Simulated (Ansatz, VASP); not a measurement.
## W in VASP and in Ansatz

```xyz
2
Lattice="2.8225 0.0000 0.0000 -1.4113 2.4444 0.0000 0.0000 0.0000 4.6092" Properties=species:S:1:pos:R:3 pbc="T T T"
W     0.0000    1.6296    1.1523
W     1.4113    0.8148    3.4569
```

This isn't the form of W at room conditions, which is bcc.

Alike in both runs: task single point; functional LDA; k mesh 9 × 9 × 4; occupations gaussian, width 0.1 eV; no spin polarisation.

|  | VASP | Ansatz |
| --- | --- | --- |
| version | VASP 6.6.1 | Ansatz 0.2.0 |
| potentials or method | VASP PAW LDA potentials, release 64 (W_sv) | scalar-relativistic, plane waves, PAW |
| plane-wave cutoff (eV) | 520 | 420 |
| valence electrons in the cell | 28 | 28 |

```tsv
	VASP	Ansatz	Ansatz less VASP
gap on the k mesh at the Fermi level (eV)	none	none	-
pressure (GPa)	-2.6	-4.3	-1.69
largest component of the traceless stress (GPa)	10.54	10.67	+0.130
```

A gap of «none» marks a metal or a gap that the smearing closes.

The runs have no spin-orbit coupling, so splittings on W are missing.
